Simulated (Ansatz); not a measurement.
Results of PBE-D4 (PAW; Ansatz, a first-principles code) for zinc-blende InN (metastable phase).

Numerical settings: plane-wave cutoff 500 eV, 14×14×14 k mesh, Fermi–Dirac smearing 0.05 eV, scalar-relativistic PAW data made under PBE.

Computed at the level's own relaxed cell.

Problem. What does this level give for the volume per atom and equilibrium lattice constant a?

Solution. 
- volume per atom = 15.67 Å³/atom
- equilibrium lattice constant a = 5.005 Å

The run finds no gap.

Measured, for comparison: equilibrium volume per atom 15.72 Å³/atom, lattice constant a 5.01 ± 0.01 Å (temperature not stated, no zero-point or thermal correction, epilayer on 3C-SiC; as tabulated in Schörmann, As, Lischka, Schley, Goldhahn et al., Appl. Phys. Lett. 89, 261903 …). Computed (rounded) less measured: equilibrium volume per atom -0.3 %, lattice constant a -0.1 % (inside the measured uncertainty). A static lattice is as a rule a little smaller and stiffer than an uncorrected measurement, which can account for part of this.

Spin–orbit coupling is not included.

The computed numbers hold no vibrational or temperature effects.
